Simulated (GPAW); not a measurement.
# SnTe in GPAW: the effect of strain hydrostatic

The system is SnTe.

```xyz
2
Lattice="0.0000 3.0248 3.0248 3.0248 0.0000 3.0248 3.0248 3.0248 0.0000" Properties=species:S:1:pos:R:3 pbc="T T T"
Te    3.0248    3.0248    3.0248
Sn    0.0000    0.0000    0.0000
```

Alike in all runs:

* Program: GPAW 26.7.0
* Task: band structure
* Functional: PBEsol
* Potentials or basis: PAW data sets generated in the run's folder for this functional
* Cutoff: 600 eV
* Basis: pw
* k mesh: 7 × 7 × 7
* Occupations: fermi-dirac, width 0.05 eV
* Spin: no spin polarisation
* Maxiter: 150
* Band path: GXWKGLUWLK,UX
* Band points: 80

```tsv
strain hydrostatic	pressure (GPa)
-0.04	6.6
-0.02	2.4
-0.01	0.8
0	-0.7
0.01	-1.9
0.02	?
0.04	-4.6
```

What does the run with strain hydrostatic 0.02 give?

Pressure -3.0 GPa.

Worked out: A parabola through the other rows of the pressure, of slope -96.9 GPa per unit of strain hydrostatic there, gives -3.1 GPa, against the run's -3.0.

Caveats: the density grid can change from cell to cell, which puts small steps into energies and stress.

Runs at the PBE level aren't shown here.
